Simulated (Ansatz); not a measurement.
Results of LDA (PAW; Ansatz, a first-principles code) for spinel MgAl2O4.

Numerical settings: plane-wave cutoff 520 eV, 8×8×8 k mesh, Fermi–Dirac smearing 0.01 eV, scalar-relativistic PAW data made under PBE.

Equation-of-state points:

| V (Å³/atom) | E − E_lowest (meV/atom) | P (GPa) |
|---|---|---|
| 8.854 | 10.00 | 8.99 |
| 9.039 | 2.41 | 4.27 |
| 9.223 | 0.00 | 0.00 |
| 9.407 | 2.26 | -3.85 |
| 9.592 | 8.73 | -7.34 |

Q: Estimate the bulk modulus from the pressures at 9.039 and 9.407 Å³/atom, and compare it with a fit to all energies.

A: B = −V dP/dV. Between V = 9.039 and 9.407 Å³/atom, dP/dV = (-3.85 − (4.27))/(9.407 − 9.039) = -22.1 GPa per Å³/atom; at the midpoint 9.223 Å³/atom this gives B ≈ 204 GPa. The third-order Birch–Murnaghan fit gives V0 = 9.223 Å³/atom, B0 = 203 GPa, B′ = 4.1, which lies within 1 % of that estimate.

Shape and atoms are relaxed at each volume.

Measured, for comparison: bulk modulus 195 GPa (300 K, copied from a table, unchecked, not corrected to a static lattice; as tabulated in BurnMan's mineral tables); equilibrium volume per atom 9.40 Å³/atom (0 K, fit to 77–300 K taken to 0 K; as tabulated in Grimes and Al-Ajaj (1992), doi:10.1088/0953-8984/4/30/004). Computed (rounded) less measured: bulk modulus not scored (unchecked), equilibrium volume per atom -1.9 %. A static lattice is as a rule a little smaller and stiffer than an uncorrected measurement, which narrows the difference in the bulk modulus and would widen misses of the other sign.

Note: the bulk modulus comes from volumes at which shape and atoms were relaxed.

It cost around 5 core-minutes (rough) of CPU time.
